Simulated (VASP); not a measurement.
Input of a VASP 6.6.1 run:

INCAR

```
  ALGO = Normal
  EDIFF = 1E-6
  ENCUT = 520
  ISIF = 2
  ISMEAR = -1
  LASPH = T
  LCHARG = F
  LMIXTAU = T
  LREAL = F
  LWAVE = F
  METAGGA = SCAN
  NELM = 60
  PREC = Accurate
  SIGMA = 0.05
```

File KPOINTS:

```
k-points
0
Gamma
  9 9 7
```

File POSCAR:

```
CaB2
1.0
    3.2264302843      0.0000000000      0.0000000000
   -1.6132151421      2.7941705897      0.0000000000
    0.0000000000      0.0000000000      4.0673920000
Ca B
1 2
Direct
    0.0000000000      0.0000000000      0.0000000000
    0.6666666667      0.3333333333      0.5000000000
    0.3333333333      0.6666666667      0.5000000000
```

The input KPOINTS_OPT:

```
path GMKGALHA,LM,KH
10
line-mode
reciprocal
 0.0000000000  0.0000000000  0.0000000000  G
 0.5000000000  0.0000000000  0.0000000000  M

 0.5000000000  0.0000000000  0.0000000000  M
 0.3333333333  0.3333333333  0.0000000000  K

 0.3333333333  0.3333333333  0.0000000000  K
 0.0000000000  0.0000000000  0.0000000000  G

 0.0000000000  0.0000000000  0.0000000000  G
 0.0000000000  0.0000000000  0.5000000000  A

 0.0000000000  0.0000000000  0.5000000000  A
 0.5000000000  0.0000000000  0.5000000000  L

 0.5000000000  0.0000000000  0.5000000000  L
 0.3333333333  0.3333333333  0.5000000000  H

 0.3333333333  0.3333333333  0.5000000000  H
 0.0000000000  0.0000000000  0.5000000000  A

 0.5000000000  0.0000000000  0.5000000000  L
 0.5000000000  0.0000000000  0.0000000000  M

 0.3333333333  0.3333333333  0.0000000000  K
 0.3333333333  0.3333333333  0.5000000000  H
```

Potentials or basis: VASP PAW PBE potentials, release 64 (Ca_sv, B).

Run with:

```console
$ cat potpaw_PBE.64/Ca_sv/POTCAR potpaw_PBE.64/B/POTCAR > POTCAR
$ mpirun -np 1 vasp_std > vasp.out
```

**Question.** Estimate the band gap along the path.

**Answer.** None (metal or under the smearing width).

**Question.** What does it give for the pressure?

**Answer.** -1.0 GPa.

Levels at the corners of the path, in eV from the Fermi level:
| point | band 5 | band 6 | band 7 | band 8 | band 9 | band 10 | band 11 | band 12 |
| --- | --- | --- | --- | --- | --- | --- | --- | --- |
| Γ | -11.08 | -1.97 | 0.31 | 0.31 | 0.66 | 5.75 | 5.75 | 6.64 |
| M | -7.40 | -6.72 | -1.49 | -1.29 | 1.20 | 3.29 | 5.62 | 6.68 |
| M | -7.40 | -6.72 | -1.49 | -1.29 | 1.20 | 3.29 | 5.62 | 6.68 |
| K | -6.35 | -6.35 | -4.40 | 0.01 | 0.01 | 4.14 | 4.14 | 6.80 |
| K | -6.35 | -6.35 | -4.40 | 0.01 | 0.01 | 4.14 | 4.14 | 6.80 |
| Γ | -11.08 | -1.97 | 0.31 | 0.31 | 0.66 | 5.75 | 5.75 | 6.64 |
| Γ | -11.08 | -1.97 | 0.31 | 0.31 | 0.66 | 5.75 | 5.75 | 6.64 |
| A | -10.06 | -4.85 | 0.88 | 0.88 | 3.76 | 4.39 | 4.39 | 4.61 |
| A | -10.06 | -4.85 | 0.88 | 0.88 | 3.76 | 4.39 | 4.39 | 4.61 |
| L | -7.91 | -5.86 | -1.81 | -0.81 | -0.76 | 5.66 | 5.93 | 6.72 |
| L | -7.91 | -5.86 | -1.81 | -0.81 | -0.76 | 5.66 | 5.93 | 6.72 |
| H | -6.66 | -6.66 | -3.58 | -0.35 | -0.35 | 6.28 | 7.10 | 7.10 |
| H | -6.66 | -6.66 | -3.58 | -0.35 | -0.35 | 6.28 | 7.10 | 7.10 |
| A | -10.06 | -4.85 | 0.88 | 0.88 | 3.76 | 4.39 | 4.39 | 4.61 |
| L | -7.91 | -5.86 | -1.81 | -0.81 | -0.76 | 5.66 | 5.93 | 6.72 |
| M | -7.40 | -6.72 | -1.49 | -1.29 | 1.20 | 3.29 | 5.62 | 6.68 |
| K | -6.35 | -6.35 | -4.40 | 0.01 | 0.01 | 4.14 | 4.14 | 6.80 |
| H | -6.66 | -6.66 | -3.58 | -0.35 | -0.35 | 6.28 | 7.10 | 7.11 |

Caveat: the PAW data sets were made with another functional, which shifts forces and pressure a little.
